Q: I have a list of 24 phonon frequencies for copper, and the same values keep coming back in an order that I can't read. The eighth wave vector, (½, ½, ½), gives exactly what the second, (0, 0, ½), gives. The fourth, (0, ½, ½), gives something different. Has the list been mixed up?

Harmonic phonons of fcc copper at the relaxed cell, computed with GPAW 26.7.0 using r2SCAN-D3(BJ), a 510 eV plane-wave cutoff, 0.05 eV Fermi-Dirac smearing and a 2×2×2 supercell with a 4×4×4 k mesh. Wave vectors 1–8, in reciprocal lattice vectors of the one-atom cell, are (0,0,0), (0,0,½), (0,½,0), (0,½,½), (½,0,0), (½,0,½), (½,½,0) and (½,½,½).

| row | phonon q row (row) | phonon frequency (cm⁻¹) |
| --- | --- | --- |
| 1 | 1 | 0.00 |
| 2 | 1 | 0.00 |
| 3 | 1 | 0.00 |
| 4 | 2 | 122.00 |
| 5 | 2 | 122.00 |
| 6 | 2 | 273.50 |
| 7 | 3 | 122.00 |
| 8 | 3 | 122.00 |
| 9 | 3 | 273.50 |
| 10 | 4 | 178.80 |
| 11 | 4 | 178.80 |
| 12 | 4 | 264.90 |
| 13 | 5 | 122.00 |
| 14 | 5 | 122.00 |
| 15 | 5 | 273.50 |
| 16 | 6 | 178.80 |
| 17 | 6 | 178.80 |
| 18 | 6 | 264.90 |
| 19 | 7 | 178.80 |
| 20 | 7 | 178.80 |
| 21 | 7 | 264.90 |
| 22 | 8 | 122.00 |
| 23 | 8 | 122.00 |
| 24 | 8 | 273.50 |

A: The list is in order, but the coordinates mislead. They count steps along the reciprocal lattice vectors of the one-atom cell, and these vectors are not at right angles. Each of them points along a body diagonal of the cube. Half of one such vector leads to the point called L. Half the sum of all three also lies along a body diagonal and has the same length, so (½, ½, ½) is an L point too.

Half the sum of two of them points along a cube edge instead, and leads to the point called X. The column "phonon q row" numbers the wave vectors: 2, 3, 5 and 8 are L points, while 4, 6 and 7 are X points. The symmetry of the crystal turns each L point into any other, and likewise for X. The repeats are therefore one result written several times, and they don't confirm each other.

Q: Why are there three frequencies for each wave vector, and why are two of them equal?

A: There is one atom in the cell, and it can move in three directions, which makes three modes. In one of them the atoms move along the wave vector; this is the longitudinal mode, the single higher value at L and at X. In the other two they move sideways. The crystal has a threefold axis along the wave vector at L and a fourfold axis at X, so the two sideways directions are equivalent and their frequencies coincide.

With no second atom in the cell to move against, all three branches are acoustic; there is no optical branch. At the first wave vector, which is zero, all atoms move together and the crystal is merely shifted. That costs no energy, so the three frequencies there are zero.

Q: So I am left with four numbers. From L to X the sideways mode rises from 122.0 to 178.8 cm⁻¹, by almost half. The longitudinal mode hardly changes. How can the same change of wave vector matter so much to one and so little to the other?

A: Start from the two extremes. If an atom and its neighbour move in step, the bond between them keeps its length and adds no restoring force. If they move in opposite directions, the bond is strained as much as it can be. At L and X each atom moves either exactly with or exactly against any given neighbour, so the first task is to count the opposing bonds.

Copper has 12 nearest neighbours, and they can't all oppose. The atoms form triangles of mutual neighbours, and with only two directions to choose from, at least two atoms of each triangle must move alike. At most two thirds of the bonds can therefore be opposed, which makes 8 of the 12. The wave at X reaches this limit, while the wave at L opposes only 6.

The planes of atoms make this visible. At L the close-packed planes move as rigid sheets, each against the next. An atom has six neighbours in its own sheet, which go along with it, and three in each adjacent sheet, which oppose it. At X the sheets are the square planes perpendicular to a cube edge, with four neighbours in the sheet and four on either side.

Q: By that count every mode should be stiffer at X, the longitudinal one included. It isn't.

A: The count is only half of the matter; the other half is the angle between the bond and the motion. Treat each bond as a spring that resists only a change of its length. Motion along the bond then meets its full stiffness, and a small motion perpendicular to it meets none. Between these limits the angle enters twice: once because only part of the motion stretches the spring, and once because only part of the spring's force points back along the motion.

Let k be the stiffness of one spring, u the displacement of the atom and θ the angle between bond and motion. An opposing neighbour is displaced by −u, so the spring is stretched by 2u cos θ. The force that drives the atom back is 2ku cos²θ. Summed over the opposing bonds, this force divided by u is the total stiffness, and the frequency goes as the square root of that stiffness divided by the atomic mass.

At L the opposing bonds stand steeply between the sheets, and cos²θ is 2/3 for longitudinal motion. When the sheets slide, the average falls to 1/6. Six bonds, each with the factor 2, then give a stiffness of 8k for the longitudinal mode and 2k for the transverse ones. Steep bonds serve one mode at the expense of the other two, because the values of cos²θ for three perpendicular directions add up to one.

At X the opposing bonds lean at 45° to the wave vector. The average of cos²θ is 1/2 for longitudinal motion and 1/4 for sliding. Eight bonds then give 8k and 4k.

Q: So the longitudinal mode gains bonds and loses angle.

A: Yes, and in the spring picture the two changes cancel exactly. For the sliding modes they work together: there are more opposing bonds at X, and each of them leans further towards the plane in which the sheets slide. The transverse stiffness doubles from L to X while the longitudinal stiffness stays the same. That is the pattern you asked about, and it follows from where the neighbours sit.

Q: Can you get an actual frequency out of this?

A: One frequency has to set the stiffness of the spring, and I take the longitudinal mode at L, 273.5 cm⁻¹. That value is then used up and tests nothing. The transverse mode at L has a quarter of the stiffness, hence half the frequency: 273.5 × √(2/8) = 136.8 cm⁻¹. The calculation gives 122.0 cm⁻¹, so the estimate is 12 % above the computed value.

The same step for the transverse mode at X, with √(4/8), gives an estimate 8 % above the computed one. The order of the modes and the large rise from L to X come out right. What the springs get wrong is that they make sliding too hard at both points, and more so at L.

Q: What does a spring between nearest neighbours leave out that would make sliding easier?

A: The most likely candidate is a force that answers to sideways displacement of a bond. Think of a strut under compression. Push one end aside and the strut can lengthen a little, which relieves it, so it helps the displacement instead of resisting it. A bond that is pressed together in the resting crystal behaves in the same way, and its sideways stiffness is negative.

Such a state is plausible in copper. The filled d shells of neighbouring atoms repel each other, while the mobile electrons hold the crystal together as a whole. The two can balance, with no net pressure on the crystal, although each pair of neighbours is still being pushed apart. This is an argument from the general physics of metals; the frequencies alone don't separate the two contributions.

The geometry does give the argument some support. Sideways stiffness enters with sin²θ where the spring has cos²θ, so it matters most where the bonds are nearly perpendicular to the motion. Relative to the spring, its weight is 5 for the transverse modes at L, 3 for those at X, and only 0.5 for the longitudinal mode at L that set the scale. A small negative value would thus lower both sliding modes, and the one at L more, which is the order of the errors.

Q: The longitudinal mode at X is still 8.6 cm⁻¹ below the one at L. Do sideways forces explain that as well?

A: In part they may. Relative to the spring, their weight is 1 for the longitudinal mode at X and 0.5 for the one at L, so a negative sideways stiffness lowers the mode at X a little more. But a value that mends the transverse mode at L yields less than half of the difference. A sum over modes shows, moreover, that forces between nearest neighbours alone can't match all four frequencies at once. Add the squares of the three frequencies at each point, and the angles drop out. Any forces between nearest neighbours, sideways ones included, then make the sum at X larger than that at L by the ratio of opposing bonds, 8/6 or 1.33.

The computed ratio is 1.28. Something other than nearest-neighbour forces must account for the shortfall, either forces of longer reach or numerical error. Second neighbours are a candidate. At L all six of them move against the atom, at X all six move with it, so springs to them would stiffen only the modes at L. The shortfall is small, though, and the mesh of electronic wave vectors is coarse for a metal. A finer mesh would have to confirm the shortfall before it could be read as a force between more distant atoms.

Q: When I compare with neutron scattering at room temperature, all four values look too high. Does that damage the explanation?

A: An excess in all four is to be expected here, and it bears on the scale more than on the pattern. The frequencies belong to the relaxed cell, whose volume is 3.9 % smaller than that of the starting cell, and the starting cell is close to real copper at room temperature. Shorter bonds are stiffer, which raises all the modes.

Part of the gap is to be expected from a static lattice, since thermal and zero-point motion would expand the crystal and soften it. The added dispersion correction may also pull a metal together too strongly, because it neglects the screening by mobile electrons; its share is untested here. If all springs stiffen by the same factor, the ratios between the modes don't change. The bond count was tested on those ratios.

Q: How would I use this for another metal with the same structure?

A: Take one longitudinal frequency at L or X as the scale. Expect the other longitudinal value to lie near it, the sliding modes at X at about 0.7 of it and those at L at about half, both perhaps somewhat lower, as in copper. The atomic mass doesn't enter these ratios, because with one atom per cell it divides every stiffness alike. The recipe presumes that springs between nearest neighbours carry most of the force. In a metal that departs strongly from these ratios they don't suffice, and sideways forces or more distant atoms must matter as well.
